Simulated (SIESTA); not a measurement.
PtS2:

```xyz
3
Lattice="3.5432 0.0000 0.0000 -1.7716 3.0685 0.0000 0.0000 0.0000 5.0388" Properties=species:S:1:pos:R:3 pbc="T T T"
Pt    0.0000    0.0000    0.0000
S     1.7716    1.0228    3.8950
S     0.0000    2.0457    1.1438
```

Base run:

* Program: SIESTA 5.4.2
* Functional: PBE
* Potentials or basis: PseudoDojo 0.4 standard (PBE files)
* Basis: DZP (energy shift 0.003 Ry; two zetas on semicore shells)
* Grid cutoff: 800 Ry
* Energy shift: 0.003 Ry
* k mesh: 9 × 9 × 5
* Occupations: fermi-dirac, width 0.05 eV
* Spin: no spin polarisation

Its results: band gap on the k mesh 0.97 eV, indirect (least direct gap 1.01 eV); pressure 14.7 GPa; largest force 1.916 eV/Å.

Problem. After a change of settings the same cell gave: band gap on the k mesh 0.98 eV, indirect (least direct gap 1.05 eV); pressure 22.8 GPa; largest force 2.507 eV/Å. Which change was it?
A. functional from PBE to LDA; potentials or basis from PseudoDojo 0.4 standard (PBE files) to PseudoDojo 0.4 standard (LDA files)
B. functional from PBE to AM05; potentials or basis from PseudoDojo 0.4 standard (PBE files) to PseudoDojo 0.4 standard (PBEsol files)
C. functional from PBE to BLYP
D. functional from PBE to vdW-DF-cx

Solution. C.

BLYP binds less tightly than PBE, so the same cell stands under more pressure.

Caveats: short orbitals over semicore shells can move pressures by several GPa; spin-orbit coupling is left out, which moves the levels of the heavy elements; the basis of atomic orbitals isn't converged, which shifts pressures, moduli and gaps; forces of over 1 eV/Å show positions far from the minimum, so gaps and moduli don't describe the material at rest (some runs); the potentials were made for another functional, which shifts forces and pressure (some runs).
